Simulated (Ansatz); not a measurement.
# Stability checks on a candidate for HfC

It was relaxed at this level from a cell as deposited in COD.

Computed with DFT PBE, scalar-relativistic, plane waves, PAW in Ansatz 0.2.0. Settings of the last relaxation (2-atom cell): 420 eV, 20×20×20 k points, Gaussian smearing of 0.10 eV, no spin polarisation.

```
Hf C
1.0
     0.00000    2.32567    2.32567
     2.32567    0.00000    2.32567
     2.32567    2.32567    0.00000
Hf C
1 1
Direct
  0.50000 0.50000 0.50000
  0.00000 0.00000 0.00000
```

Energies over the elements count from the elements' standard structures at the same level, with no fitted energy shifts.

**Question.** These tests were run: energy against the elements; phonons at Γ; elastic tensor. What do they show?

**Answer.**

```csv
test,result
energy against the elements,−0.92 eV/atom
phonons at Γ,lowest optical mode 431 cm⁻¹
elastic tensor,least eigenvalue 171 GPa
```

It fails none of these tests. Competing phases weren't compared here. Phonons away from Γ weren't computed.

Spin–orbit coupling, which can matter for Hf, is left out. The reference form of C is held partly by dispersion forces, which this level lacks. The run for the phonons used a 20×20×20 k mesh and Fermi–Dirac smearing of 0.15 eV. The run for the elastic tensor used a 20×20×20 k mesh and Fermi–Dirac smearing of 0.15 eV.
